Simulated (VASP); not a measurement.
Input of a VASP 6.6.1 run:

File INCAR:

```
SYSTEM = W
  ALGO = Fast
  EDIFF = 1E-7
  ENCUT = 520
  ISIF = 2
  ISMEAR = -1
  LASPH = .True.
  LCHARG = .False.
  LDAU = .True.
  LDAUJ = 0
  LDAUL = 2
  LDAUPRINT = 1
  LDAUTYPE = 2
  LDAUU = 3
  LMAXMIX = 4
  LREAL = .False.
  LWAVE = .False.
  NBANDS = 13
  NELM = 80
  PREC = Accurate
  SIGMA = 0.05
```

File KPOINTS:

```
k-points
0
Gamma
  12 12 12
  0 0 0
```

Contents of POSCAR:

```
W
1.0
   -1.5823450000      1.5823450000      1.5823450000
    1.5823450000     -1.5823450000      1.5823450000
    1.5823450000      1.5823450000     -1.5823450000
W
1
Direct
    0.0000000000      0.0000000000      0.0000000000
```

Potentials or basis: VASP PAW LDA potentials, release 64 (W_sv).

Command:

```console
$ cat potpaw_LDA.64/W_sv/POTCAR > POTCAR
$ mpirun -np 1 vasp_std > vasp.out
```

(1) Estimate the pressure.

(2) Predict the band gap on the k mesh.

Results:

(1) 1.3 GPa.

(2) none (metal or under the smearing width).

Caveat: U without spin polarisation on a metal has little footing; the U is typed as a test and isn't derived for this compound.
